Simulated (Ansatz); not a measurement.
**Relativistic treatment of BN**

```yaml
crystal:
  lattice:
    - [0.00000, 1.81235, 1.81235]
    - [1.81235, 0.00000, 1.81235]
    - [1.81235, 1.81235, 0.00000]
  atoms:
    - { symbol: B, position: [0.00000, 0.00000, 0.00000] }
    - { symbol: N, position: [0.25000, 0.25000, 0.25000] }
```

Atoms are numbered in the order listed.

Conventional cell: a = 3.625 Å, b = 3.625 Å, c = 3.625 Å, α = 90.00°, β = 90.00°, γ = 90.00°. Around B (atom 1) lie 4 N at 1.57 Å. Around N (atom 2) lie 4 B at 1.57 Å.

The cell was built from the zincblende type and relaxed in the same program, and has space group F-43m; it needn't be a known or the stable phase.

One fixed cell is solved with PBE by full-potential LAPW in Ansatz 0.2.0 under different relativistic treatments. Pressure is positive in compression.

Sampling and basis: a Γ-centred 16×16×16 k mesh, Fermi–Dirac smearing of 0.03 eV, basis error target 0.25 meV/atom, no spin polarisation.

```csv
setting,P (GPa),gap over the k mesh and a high-symmetry path (eV),"lowest level at Γ above −25 eV, from the valence-band top or, without a gap, the Fermi level (eV)"
scalar-relativistic,-0.01,4.46,-20.14
non-relativistic,0.12,4.47,-20.12
```
